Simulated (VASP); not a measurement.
# AlN (R3m) in VASP: single point with PBE

Aim: the single point of AlN with PBE.

All numbers are computed with VASP 6.6.1; they aren't measurements. Logs are shortened: lines on timing, memory, paths and dates and some standing lists are left out, and cuts for length are marked.

## (1) The cell of the first run

It takes space group R3m (No. 160, trigonal). The conventional cell has a = 3.265 Å, b = 3.265 Å, c = 7.431 Å, α = 90.00°, β = 90.00°, γ = 120.00°. Around Al (site symmetry 3m) lie 4 N at 1.90 to 1.97 Å. Around N (site symmetry 3m) lie 4 Al at 1.90 to 1.97 Å.

The cell was built by a generator and needn't be a form met in nature.

## (2) Single point, PBE (epitaxial_111 strain +5.7%)

INCAR

```
PREC = Accurate
ENCUT = 520
EDIFF = 1E-6
ISMEAR = -1
SIGMA = 0.02
LREAL = F
LASPH = T
NELM = 100
ALGO = Normal
ISIF = 2
LWAVE = F
LCHARG = F
GGA = PE
NBANDS = 11
```

KPOINTS

```
regular mesh
0
Gamma
  10 10 10
```

POSCAR

```
AlN
1.0
   -0.1090691236      2.1996897903      2.1996897903
    2.1996897903     -0.1090691236      2.1996897903
    2.1996897903      2.1996897903     -0.1090691236
Al N
1 1
Direct
   -0.0026399094     -0.0026399094     -0.0026399094
    0.2526399094      0.2526399094      0.2526399094
```

Potentials or basis: VASP PAW PBE potentials, release 64 (Al, N).

Run with:

```console
cat potpaw_PBE.64/Al/POTCAR potpaw_PBE.64/N/POTCAR > POTCAR
mpirun -np 1 vasp_std > vasp.out
```

OUTCAR:

```text
PREC = Accurate
   ENCUT = 520
   EDIFF = 1E-6
   ISMEAR = -1
   LREAL = F
   LASPH = T
   NELM = 100
   ISIF = 2
   GGA = PE

 ion  position               nearest neighbor table
   1  0.997  0.997  0.997-   2 1.90   2 1.97   2 1.97   2 1.97
   2  0.253  0.253  0.253-   1 1.90   1 1.97   1 1.97   1 1.97

  LATTYP: Found a trigonal (rhomboedric) cell.
 ALAT       =     3.1127425883
 COS(alpha) =     0.4498631264

  Lattice vectors:

 A1 = (  -0.1090691236,   2.1996897903,   2.1996897903)
 A2 = (   2.1996897903,  -0.1090691236,   2.1996897903)
 A3 = (   2.1996897903,   2.1996897903,  -0.1090691236)

Analysis of symmetry for initial positions (statically):
=====================================================================
 Subroutine PRICEL returns:
 Original cell was already a primitive cell.

 Routine SETGRP: Setting up the symmetry group for a
 trigonal (rhombohedral) supercell.

 Subroutine GETGRP returns: Found  6 space group operations
 (whereof  6 operations were pure point group operations)
 out of a pool of 12 trial point group operations.

The static configuration has the point symmetry C_3v.

Analysis of symmetry for dynamics (positions and initial velocities):
=====================================================================
 Subroutine PRICEL returns:
 Original cell was already a primitive cell.

 Routine SETGRP: Setting up the symmetry group for a
 trigonal (rhombohedral) supercell.

 Subroutine GETGRP returns: Found  6 space group operations
 (whereof  6 operations were pure point group operations)
 out of a pool of 12 trial point group operations.

The dynamic configuration has the point symmetry C_3v.

 Subroutine INISYM returns: Found  6 space group operations
 (whereof  6 operations are pure point group operations),
 and found     1 'primitive' translations

----------------------------------------------------------------------------------------

                                     Primitive cell

  volume of cell :      22.8689

  direct lattice vectors                    reciprocal lattice vectors
    -0.109069124  2.199689790  2.199689790    -0.211060972  0.222072169  0.222072169
     2.199689790 -0.109069124  2.199689790     0.222072169 -0.211060972  0.222072169
     2.199689790  2.199689790 -0.109069124     0.222072169  0.222072169 -0.211060972

  length of vectors
     3.112742588  3.112742588  3.112742588     0.378389786  0.378389786  0.378389786

  position of ions in fractional coordinates (direct lattice)
     0.997360091  0.997360091  0.997360091
     0.252639909  0.252639909  0.252639909

  ion indices of the primitive-cell ions
   primitive index   ion index
                 1           1
                 2           2

----------------------------------------------------------------------------------------

 KPOINTS: regular mesh

Automatic generation of k-mesh.
 Grid dimensions read from file:
 generate k-points for:   10   10   10

 Generating k-lattice:

  Cartesian coordinates                     Fractional coordinates (reciprocal lattice)
    -0.021106097  0.022207217  0.022207217     0.100000000  0.000000000  0.000000000
     0.022207217 -0.021106097  0.022207217     0.000000000  0.100000000  0.000000000
     0.022207217  0.022207217 -0.021106097     0.000000000  0.000000000  0.100000000

  Length of vectors
     0.037838979  0.037838979  0.037838979

  Shift w.r.t. Gamma in fractional coordinates (k-lattice)
     0.000000000  0.000000000  0.000000000

 Subroutine IBZKPT returns following result:
 ===========================================

 Found    116 irreducible k-points:

 Following reciprocal coordinates:
            Coordinates               Weight
  0.000000  0.000000  0.000000      1.000000
  0.100000  0.000000  0.000000      6.000000
  0.200000  0.000000  0.000000      6.000000
  0.300000  0.000000 -0.000000      6.000000
  0.400000  0.000000  0.000000      6.000000
  0.500000  0.000000  0.000000      3.000000
[... 16 lines left out ...]
  0.300000  0.300000 -0.000000      6.000000
  0.400000  0.300000  0.000000     12.000000
 [... further k-points ...]
   k-points           NKPTS =    116   k-points in BZ     NKDIM =    116   number of bands    NBANDS=     11
   number of dos      NEDOS =    301   number of ions     NIONS =      2
   total plane-waves  NPLWV =  13824
   dimension x,y,z NGX =    24 NGY =   24 NGZ =   24
   dimension x,y,z NGXF=    48 NGYF=   48 NGZF=   48
   ions per type =               1   1
   NGX,Y,Z   is equivalent  to a cutoff of  12.82, 12.82, 12.82 a.u.
   NGXF,Y,Z  is equivalent  to a cutoff of  25.64, 25.64, 25.64 a.u.
 SYSTEM =  unknown system
   PREC   = accura    normal or accurate (medium, high low for compatibility)
   ISTART =      0    job   : 0-new  1-cont  2-samecut
   ICHARG =      2    charge: 1-file 2-atom 10-const
   ISPIN  =      1    spin polarized calculation?
   LNONCOLLINEAR =      F non collinear calculations
   LSORBIT =      F    spin-orbit coupling
   LASPH  =      T    aspherical Exc in radial PAW
   ENCUT  =  520.0 eV  38.22 Ry    6.18 a.u.   5.79  5.79  5.79*2*pi/ulx,y,z
   NELM   =    100;   NELMIN=  2; NELMDL= -5     # of ELM steps
   EDIFF  = 0.1E-05   stopping-criterion for ELM
   LREAL  =      F    real-space projection
   EDIFFG = 0.1E-04   stopping-criterion for IOM
   NSW    =      0    number of steps for IOM
   IBRION =     -1    ionic relax: 0-MD 1-quasi-New 2-CG
   NFREE  =      0    steps in history (QN), initial steepest desc. (CG)
   ISIF   =      2    stress and relaxation
   ISYM   =      2    0-nonsym 1-usesym 2-fastsym
   POTIM  = 0.5000    time-step for ionic-motion
   TEBEG  =    0.0;   TEEND  =   0.0 temperature during run
   PSTRESS=    0.0 pullay stress
   NELECT =       8.0000    total number of electrons
   NUPDOWN=      -1.0000    fix difference up-down
   EMIN   =  10.00;   EMAX   =-10.00  energy-range for DOS
   EFERMI =   0.00;   METHOD = LEGACY
   ISMEAR =    -1;   SIGMA  =   0.02  broadening in eV -4-tet -1-fermi 0-gaus
   EFERMI_NEDOS =   21; number of points for ismear=-14 and -15
   IALGO  =     38    algorithm
   IMIX   =      4    mixing-type and parameters
     AMIX     =   0.40;   BMIX     =  1.00
     AMIX_MAG =   1.60;   BMIX_MAG =  1.00
  volume/ion in A,a.u.               =      11.43        77.16
  Fermi-wavevector in a.u.,A,eV,Ry     =   1.153514  2.179825 18.103837  1.330595
  Thomas-Fermi vector in A             =   2.290157
   LORBIT       =      0    0 simple, 1 ext, 2 COOP (PROOUT), +10 PAW based schemes
   GGA     = PE    functional components
[... 5 lines left out ...]
 non-spin polarized calculation
  energy-cutoff  :      520.00
  volume of cell :       22.87
 maximum number of plane-waves:       630
   NGX = 11   NGY = 11   NGZ = 11

 number of electron       8.0000000 magnetization

 Free energy of the ion-electron system (eV)
  ---------------------------------------------------
  ext. energy  EPLUGINS =         0.00000000
  ---------------------------------------------------
  free energy    TOTEN  =       -14.70690849 eV

  energy without entropy =      -14.70690849  energy(sigma->0) =      -14.70690849

 E-fermi :   5.7923     XC(G=0): -10.5368

 val. band max:        5.4419791740   @ k =   0.0000   0.0000   0.0000
 cond. band min:       8.3180166542   @ k =   0.5000   0.5000   0.0000
 fundamental gap:      2.8760374803
 Fermi energy:         5.7922507890

 k-point     1 :       0.0000    0.0000    0.0000
  band No.  band energies     occupation
      1      -9.3323      2.00000
      2       4.9928      2.00000
      3       4.9928      2.00000
      4       5.4420      2.00000
      5       8.4058      0.00000
      6      16.2406      0.00000
      7      16.2406      0.00000
      8      18.1160      0.00000
      9      22.0280      0.00000
     10      22.0280      0.00000
     11      23.2259      0.00000

 k-point     2 :       0.1000    0.0000    0.0000
  band No.  band energies     occupation
      1      -9.2065      2.00000
      2       4.2040      2.00000
      3       4.9579      2.00000
      4       5.3509      2.00000
      5       9.1085      0.00000
      6      16.0115      0.00000
      7      16.3898      0.00000
      8      18.0584      0.00000
      9      20.7551      0.00000
     10      21.2245      0.00000
     11      22.6635      0.00000

 k-point     3 :       0.2000    0.0000    0.0000
  band No.  band energies     occupation
      1      -8.8507      2.00000
      2       2.6765      2.00000
      3       4.8712      2.00000
      4       5.2089      2.00000
      5      10.2656      0.00000
      6      15.4149      0.00000
      7      16.5459      0.00000
      8      17.7729      0.00000
      9      19.9317      0.00000
     10      21.0220      0.00000
     11      21.8857      0.00000

 k-point     4 :       0.3000    0.0000   -0.0000
  band No.  band energies     occupation
      1      -8.3408      2.00000
      2       1.1606      2.00000
      3       4.7726      2.00000
      4       5.0553      2.00000
      5      11.1682      0.00000
      6      14.7812      0.00000
      7      16.2081      0.00000
      8      17.1957      0.00000
      9      20.4987      0.00000
     10      21.4578      0.00000
     11      22.2123      0.00000

 k-point     5 :       0.4000    0.0000    0.0000
  band No.  band energies     occupation
      1      -7.8428      2.00000
      2       0.0115      2.00000
      3       4.6992      2.00000
      4       4.9406      2.00000
      5      11.6621      0.00000
      6      14.3333      0.00000
      7      15.7436      0.00000
      8      16.7276      0.00000
      9      21.7588      0.00000
     10      21.9527      0.00000
     11      23.8133      0.00000
[... 211 lines left out ...]
 k-point    21 :      -0.3000    0.2000   -0.0000
  band No.  band energies     occupation
      1      -7.7205      2.00000
      2       0.7436      2.00000
      3       3.0248      2.00000
      4       4.8106      2.00000
      5      12.5442      0.00000
      6      13.6254      0.00000
      7      15.8928      0.00000
      8      17.3047      0.00000
      9      21.0049      0.00000
     10      22.4430      0.00000
     11      25.0900      0.00000

 k-point    22 :      -0.2000    0.2000    0.0000
  band No.  band energies     occupation
      1      -8.1894      2.00000
      2       1.5081      2.00000
      3       3.4762      2.00000
      4       5.0336      2.00000
      5      11.9624      0.00000
      6      14.5831      0.00000
      7      15.5682      0.00000
      8      17.4119      0.00000
      9      19.9409      0.00000
     10      22.4110      0.00000
     11      25.1286      0.00000

 k-point    23 :       0.3000    0.3000   -0.0000
  band No.  band energies     occupation
      1      -7.9624      2.00000
      2       1.7383      2.00000
      3       3.7030      2.00000
      4       4.2451      2.00000
      5      10.0727      0.00000
      6      14.2051      0.00000
      7      16.0260      0.00000
      8      18.2817      0.00000
      9      19.0242      0.00000
     10      24.6470      0.00000
     11      27.0865      0.00000

 k-point    24 :       0.4000    0.3000    0.0000
  band No.  band energies     occupation
      1      -7.5683      2.00000
      2       1.1350      2.00000
      3       3.3230      2.00000
      4       4.1026      2.00000
      5       9.7907      0.00000
      6      14.0354      0.00000
      7      16.2359      0.00000
      8      18.7831      0.00000
      9      19.1992      0.00000
     10      25.5085      0.00000
     11      26.7936      0.00000

 [... further k-points ...]
[... 5 lines left out ...]
  --------------------------------------------------------------------------------------
  -------------------------------------------------------------------------------------
  Total       -1.6445957     -1.6445957     -1.6445957      1.0847093      1.0847093      1.0847093
  in kB     -115.2189280   -115.2189280   -115.2189280     75.9937810     75.9937810     75.9937810
  external PRESSURE =    -115.2189280 kB  Pullay stress =       0.0000000 kB

 VOLUME and BASIS-vectors are now :
 -----------------------------------------------------------------------------
  energy-cutoff  :      520.00
  volume of cell :       22.87
      direct lattice vectors                 reciprocal lattice vectors
    -0.109069124  2.199689790  2.199689790    -0.211060972  0.222072169  0.222072169
     2.199689790 -0.109069124  2.199689790     0.222072169 -0.211060972  0.222072169
     2.199689790  2.199689790 -0.109069124     0.222072169  0.222072169 -0.211060972

 POSITION                                       TOTAL-FORCE (eV/Angst)
 -----------------------------------------------------------------------------------
      4.27898      4.27898      4.27898        -0.035305     -0.035305     -0.035305
      1.08390      1.08390      1.08390         0.035305      0.035305      0.035305
 -----------------------------------------------------------------------------------
    total drift:                                0.000165      0.000165      0.000165

  FREE ENERGIE OF THE ION-ELECTRON SYSTEM (eV)
  ---------------------------------------------------
  free  energy   TOTEN  =       -14.7069084926 eV

  energy  without entropy=      -14.7069084926  energy(sigma->0) =      -14.70690849
```

Run time: 19 s. Hardware: 1 thread of Intel Xeon Platinum 8259CL at 2.50GHz (Skylake/Cascade Lake), shared host; peak memory 0.15 GiB.

Results:

- Free energy: -14.7069 eV
- Pressure: -11.5 GPa
- Largest force: 0.061 eV/Å
- Band gap on the k mesh: 2.88 eV, indirect (least direct gap 2.96 eV)

Forces in eV/Å, atoms in the order of the input:
```
Al  -0.035 -0.035 -0.035
N    0.035  0.035  0.035
```

A k mesh can miss the band edges.
